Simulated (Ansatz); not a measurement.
# CdI2 (P-3m1): a single-point run

Aim: a sound single-point run of CdI2 (P-3m1). The structure is shown as the input types it.

Method: DFT PBE, scalar-relativistic, plane waves, PAW, in Ansatz 0.2.0.

### 1 Starting point

The structure is trigonal, space group P-3m1 (No. 164). Conventional cell: a = 4.330 Å, b = 4.330 Å, c = 7.815 Å, α = 90.00°, β = 90.00°, γ = 120.00°. Around Cd (site symmetry -3m) lie 6 I at 3.03 Å. Around I (site symmetry 3m) lie 3 Cd at 3.03 Å.

Structure file:

```
Cd I
1.0
     4.32971    0.00000    0.00000
    -2.16486    3.74964    0.00000
     0.00000    0.00000    7.81513
Cd I
1 2
Direct
  0.00000 0.00000 0.00000
  0.33333 0.66667 0.21995
  0.66667 0.33333 0.78005
```

### 2 The run

File input.yaml:

```yaml
crystal:
  lattice:
    - [4.329711828365, 0.0, 0.0]
    - [-2.164855914183, 3.74964043443, 0.0]
    - [0.0, 0.0, 7.8151329916]
  atoms:
    - { symbol: Cd, position: [0.0, 0.0, 0.0] }
    - { symbol: I, position: [0.3333333333333, 0.6666666666667, 0.2199462841] }
    - { symbol: I, position: [0.6666666666667, 0.3333333333333, 0.7800537159] }
basis:
  ecutwfc: 420
  ecutrho_ratio: 4
kpoints:
  mp_grid: { grid: [10, 10, 6] }
hamiltonian:
  xc: pbe
scf:
  occupations: { method: gaussian, width: 0.05 }
  mixing: { algorithm: anderson, beta: 0.001, ndim: 1 }
  max_iter: 80
output:
  forces: true
  stress: true
```

Command:

```console
> ansatz run input.yaml --threads 4 --pin off --max-ram 7168MiB --backend cpu --events-out ev --progress --plain --runs-dir out
```

Q: Will this input give a usable result? If not, why, and what should change?

This run ends as converged. Convergence says nothing about whether the input makes sense.

In the input, scf.mixing.algorithm is anderson; scf.mixing.beta is 0.001; scf.mixing.ndim is 1. What could go wrong: mixing too weak. The residual crept for many cycles and then fell at once, which so weak a step can't do by itself: the program changed its mixing. Several mixing settings were changed at once, so this run can't tell how much each is to blame.

Run again and compare: delete scf.mixing.algorithm, scf.mixing.beta and scf.mixing.ndim (the default then holds).
